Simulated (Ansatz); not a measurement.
In AlP (zinc blende type) the Al atom of the primitive cell, with all its periodic images, is moved by 0.06 Å along [111].

```yaml
crystal:
  lattice:
    - [0.00000, 2.75500, 2.75500]
    - [2.75500, 0.00000, 2.75500]
    - [2.75500, 2.75500, 0.00000]
  atoms:
    - { symbol: Al, position: [0.00629, 0.00629, 0.00629] }
    - { symbol: P, position: [0.25000, 0.25000, 0.25000] }
```
Lattice in Å, positions in fractions of it.

All numbers below come from PBE0, plane waves, PAW datasets (generated soft set 1) (Ansatz 0.2.0 development build).

Cutoff 420 eV; exchange singularity: Wigner-Seitz; k-mesh 4×4×4 Γ-centred; Fermi–Dirac smearing of 0.05 eV; no spin polarisation.

**Question.** What force results?

**Answer.** The force on it along the displacement is -0.6667 eV/Å, a force constant of 11.11 eV/Å². A one-sided step along [111] also holds the cubic anharmonicity.

```csv
atom,Fx (eV/Å),Fy (eV/Å),Fz (eV/Å)
Al1,-0.3849,-0.3849,-0.3849
P2,0.3849,0.3849,0.3849
```

The k-mesh is modest, so these values aren't fully converged in k.
